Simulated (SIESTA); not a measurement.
ZrO2:

```xyz
3
Lattice="0.0000 2.5451 2.5451 2.5451 0.0000 2.5451 2.5451 2.5451 0.0000" Properties=species:S:1:pos:R:3 pbc="T T T"
Zr    0.0000    0.0000    0.0000
O     3.8176    3.8176    3.8176
O     1.2725    1.2725    1.2725
```

Measurements of this composition are mostly on another form, of space group No. 14.

Base run:

| Quantity | Value |
| --- | --- |
| Program | SIESTA 5.4.2 |
| Functional | PBE |
| Potentials or basis | SG15 1.2 (PBE files) or PseudoDojo by element |
| Basis | DZP (energy shift 0.003 Ry; two zetas on semicore shells) |
| Grid cutoff | 800 Ry |
| Energy shift | 0.003 Ry |
| k mesh | 9 × 9 × 9 |
| Occupations | fermi-dirac, width 0.05 eV |
| Spin | no spin polarisation |

Its results: band gap on the k mesh 3.16 eV, indirect (least direct gap 3.65 eV); pressure 10.4 GPa.

Question: The run is repeated on the same cell with these changes: functional from PBE to RPBE; potentials or basis from SG15 1.2 (PBE files) or PseudoDojo by element to PseudoDojo 0.4 standard (PBE files). What comes out?

Answer: Band gap on the k mesh 3.24 eV, indirect (least direct gap 3.73 eV); pressure 13.9 GPa.

Caveats: the basis of atomic orbitals isn't converged, which shifts pressures, moduli and gaps; the potentials were made for another functional, which shifts forces and pressure (some runs).

A k mesh can miss the band edges.
